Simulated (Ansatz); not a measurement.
The slice is one period of a {100} plane through atoms; its size isn't given.

Computed with r2SCAN (plane waves to 500 eV, PAW, scalar-relativistic; Ansatz, a first-principles code). Inside the PAW spheres the values are not all-electron values, and peaks at nuclei hang on which shells count as valence.

```
|335555432100000123455553|
|455554432100000123445555|
|555554332100000123345555|
|555544321100000112344555|
|554443221100000112234445|
|444332211111111111223344|
|333322111122222111122333|
|222211112334543321111222|
|111111113467776431111111|
|100000123678987632100000|
|000000124789998742100000|
|000000125799999752100000|
|000000124789998742100000|
|100000123678987632100000|
|111111113467776431111111|
|222211112334543321111222|
|333322111122222111122333|
|444332211111111111223344|
|554443221100000112234445|
|555544321100000112344555|
|555554332100000123345555|
|455554432100000123445555|
|335555432100000123455553|
|134555432110001123455543|
```
Scale: ten equal steps from -1.56 (start of '0') to 1.32 (end of '9'), in the order '0123456789'. Values: log₁₀ of the valence density in e/Å³. The map has 24 points along u (one character each, u = 0 at the left) and 24 along v (v = 0 in the bottom row). The scale is logarithmic, as a density can span decades between atoms and voids.

```
|xxxxxx**@@@@@@@@##++::      ::++##@@@@@@@@**xxxx|
|xxxxxx%%@@@@@@%%##++..      ..++##%%@@@@@@%%xxxx|
|++**%%@@@@@@@@%%##==..      ..==##%%@@@@@@@@%%**|
|@@@@@@@@@@@@@@%%++::          ::++%%@@@@@@@@@@@@|
|@@@@@@@@@@@@%%**::              ::**%%@@@@@@@@@@|
|@@@@@@@@@@%%**::                  ::**%%@@@@@@@@|
|@@@@%%%%%%**::        ..::..        ::**%%%%%%@@|
|%%######++::      ..==++**++==..      ::++######|
|++++++==::      ..++**##**##**++..      ::==++++|
|::::....        ==**xxxxxxxxxx**==        ....::|
|              ..++##xxxxxxxxxx##++..            |
|              ::****xxxxxxxxxx****::            |
|              ..++##xxxxxxxxxx##++..            |
|::::....        ==**xxxxxxxxxx**==        ....::|
|++++++==::      ..++**##**##**++..      ::==++++|
|%%######++::      ..==++**++==..      ::++######|
|@@@@%%%%%%**::        ..::..        ::**%%%%%%@@|
|@@@@@@@@@@%%**::                  ::**%%@@@@@@@@|
|@@@@@@@@@@@@%%**::              ::**%%@@@@@@@@@@|
|@@@@@@@@@@@@@@%%++::          ::++%%@@@@@@@@@@@@|
|++**%%@@@@@@@@%%##==..      ..==##%%@@@@@@@@%%**|
|xxxxxx%%@@@@@@%%##++..      ..++##%%@@@@@@%%xxxx|
|xxxxxx**@@@@@@@@##++::      ::++##@@@@@@@@**xxxx|
|xxxxxx++@@@@@@@@%%++::      ::++%%@@@@@@@@++xxxx|
```
Scale: ten equal steps from 0.01 (start of ' ') to 0.89 (end of '@'), in the order ' .:-=+*#%@'. Values: electron localisation function (ELF). The map has 24 points along u (two characters each, u = 0 at the left) and 24 along v (v = 0 in the bottom row). Points within 0.5 Å of a nucleus are blanked (x), as the pseudised field means little there.

Task: Which relaxed crystal do these maps come from?
A) NaBr (rock salt)
B) NaI (rock salt)
C) PbSe (rock salt)

Result: A, NaBr (rock salt). Atoms on the slice: Br at (0.00, 0.00); Na at (0.50, 0.50)

All were relaxed with their symmetry unable to fall. Spin-orbit coupling is left out.
